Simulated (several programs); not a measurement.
# KTaO₃ (cubic perovskite): methods side by side

Measured values to be reproduced:
- volume: 12.69 Å³ an atom (from the lattice constants; cubic lattice constant; “Superconductivity in epitaxially grown LaVO3/KTaO₃(111) heterostructures”; literature value cited in the methods; temperature not stated; 2022; arxiv:2208.05712)

KTaO₃, cubic perovskite, relaxed with r2SCAN in Ansatz, was computed with several methods. The symmetry is Pm-3m (No. 221, cubic); a = 3.990 Å in the conventional setting, 12.71 Å³ an atom. K has 12 O at 2.82 Å; Ta has 6 O at 2.00 Å; O has 2 Ta at 2.00 Å and 4 K at 2.82 Å. (Simulation; spin polarisation is off.)

```cif
data_structure
_symmetry_space_group_name_H-M 'P 1'
_symmetry_Int_Tables_number 1
_cell_length_a 3.9901
_cell_length_b 3.9901
_cell_length_c 3.9901
_cell_angle_alpha 90.000
_cell_angle_beta 90.000
_cell_angle_gamma 90.000
_cell_volume 63.53
loop_
_atom_site_label
_atom_site_type_symbol
_atom_site_fract_x
_atom_site_fract_y
_atom_site_fract_z
_atom_site_occupancy
K1 K 0.00000 0.00000 0.00000 1
Ta1 Ta 0.50000 0.50000 0.50000 1
O1 O 0.50000 0.50000 0.00000 1
O2 O 0.50000 0.00000 0.50000 1
O3 O 0.00000 0.50000 0.50000 1
```

Gaps and times are for a single point on this cell; volume and bulk modulus come from each method's own relaxation or energy curve at fixed shape. Times are rough, from shared hosts (Arm Neoverse V1; Intel Xeon Platinum 8259CL CPU @ 2.50GHz; NVIDIA H100 80GB HBM3), and each method has its own mesh and cell size. Gaps from k meshes are read at a limited set of points (mesh, symmetry points, PBE's band edges), so each method's own least gap may be somewhat smaller. Minimal bases can be far off for gaps. Times of the plane-wave ladder aren't listed, since it ran on unlike processors and cards. GLLB-SC's gap includes the derivative discontinuity. d marks a direct gap, i an indirect one (no mark: not told apart), a dash a value that wasn't computed or didn't pass its checks.

```csv
method,kind,gap (eV),own volume (Å³/atom),bulk modulus (GPa),atoms computed,processor time
PBEsol,semilocal,–,12.66,–,5,–
light PBE (260 eV and a coarse mesh),light plane-wave,1.86 i,–,–,5,1 s
PBE,semilocal,2.22 i,13.04,188,5,–
LDA,semilocal,2.07 i,12.34,–,5,–
r2SCAN,semilocal,2.63 i,12.71,209,5,–
PBE+SOC,semilocal,2.08 i,–,–,5,–
GLLB-SC (GPAW),model potential,4.26,–,–,5,16 s
PBE0,hybrid,4.32 i,–,–,5,–
PBE/SZV (CP2K),small basis,1.14 i,13.32,182,5,19 s
HSE06,hybrid,3.57 i,–,–,5,–
PBE/DZVP (CP2K),small basis,2.11 i,12.83,191,5,65 s
r2SCAN0,hybrid,4.63 i,–,–,5,–
DDH-PBE0,hybrid,3.76 i,–,–,5,–
```

Against HSE06 (3.57 eV) and with closed or daggered gaps left aside, the nearest gap at the points sampled is that of DDH-PBE0 (+0.19 eV) and the farthest that of PBE/SZV (CP2K) (-2.43 eV). HSE06 is only a yardstick of convenience, and nearness to it can be luck.

Volumes against r2SCAN's: PBEsol -0.4 %, PBE +2.6 %, LDA -2.8 %, PBE/SZV (CP2K) +4.8 %, PBE/DZVP (CP2K) +1.0 %.

Comparison with experiment:
- Volume, measured 12.69 Å³ an atom: PBEsol -0.3 %, PBE +2.7 %, LDA -2.8 %, r2SCAN +0.1 %, PBE/SZV (CP2K) +4.9 %, PBE/DZVP (CP2K) +1.1 %.
The calculations are for a static lattice; samples hold vibrations, temperature and, in optical gaps, excitons. A measured value is shown where most reports agree with it, and only for the quantities listed.

Only the rows marked +SOC include spin-orbit coupling.
